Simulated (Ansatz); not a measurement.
Runs of Ansatz 0.2.0 on InSe. The structure is hexagonal, space group P6_3/mmc (No. 194). Conventional cell: a = 4.050 Å, b = 4.050 Å, c = 16.930 Å, α = 90.00°, β = 90.00°, γ = 120.00°. Around In (site symmetry 3m) lie 3 Se at 2.52 Å. Se (site symmetry 3m) is surrounded by 3 In at 2.52 Å. 

```csv
task,level,cell,points for each segment of the path,gap on the mesh (eV),pressure (GPa),relaxed volume (Å³/atom),largest force (eV/Å)
single point,PBEsol,"atoms moved at random, drawn with an rms of 0.05 Å",-,none,5.5,-,3.23
relaxation of cell and atoms,PBE,relaxed,-,0.74,0.0,33.50,-
band structure,PBEsol,as given,10,none,5.0,-,2.74
relaxation of cell and atoms,PBEsol,relaxed,-,(a),0.0,(b),-
single point,PBEsol,as given,-,none,5.0,-,2.74
band structure,PBE,as given,10,none,7.6,-,2.88
```

Alike in all rows: potentials or basis Ansatz PAW; no spin polarisation; k mesh 8 × 8 × 2; cutoff (eV) 420; smearing fermi-dirac 0.05 eV.

Problem. Estimate the missing entries.

Solution. (a) 0.43; (b) 29.53.

Caveats: this functional lacks dispersion, which binds the layers, so the pressure and a relaxed spacing across them are unreliable (some runs); the PAW data sets come from PBE, with cores solved anew for the run's functional, which leaves a small shift of forces and pressure (some runs); spin-orbit coupling is left out, which moves the levels of the heavy elements (some runs); forces of over 1 eV/Å show positions far from the minimum, so gaps and moduli don't describe the material at rest (some runs); the plane-wave basis is chosen anew once the cell has moved, so the energies of steps on either side of that aren't comparable (some runs).

A k mesh can miss the band edges, and the runs leave out spin-orbit coupling on In, Se.

A gap of «none» marks a metal or a gap under the smearing width.
